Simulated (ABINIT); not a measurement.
Crystal: BaTe.

```
Ba Te
1.0
     0.00000    3.41000    3.41000
     3.41000    0.00000    3.41000
     3.41000    3.41000    0.00000
Ba Te
1 1
Direct
  0.00000 0.00000 0.00000
  0.50000 0.50000 0.50000
```

Program: ABINIT 10.8.3 (patched build). Alike in all runs: task band structure; no spin polarisation; cell as given; k mesh 7 × 7 × 7; smearing fermi-dirac 0.05 eV. Hardware: 4 MPI ranks on Intel(R) Xeon(R) Platinum 8375C CPU @ 2.90GHz (Ice Lake), on a shared host.

Problem. Order these runs on this cell by their wall time, lowest first.
A. level r2SCAN; potentials or basis JTH PAW PBE v2.0; cutoff (eV) 490; fine-grid cutoff 979.61 eV
B. level PBE; potentials or basis JTH PAW PBE v2.0; cutoff (eV) 408; fine-grid cutoff 816.342 eV
C. level TB-mBJ; potentials or basis JTH PAW LDA v2.0; cutoff (eV) 490; fine-grid cutoff 979.61 eV

Solution. B (16 s), A (73 s), C (150 s).
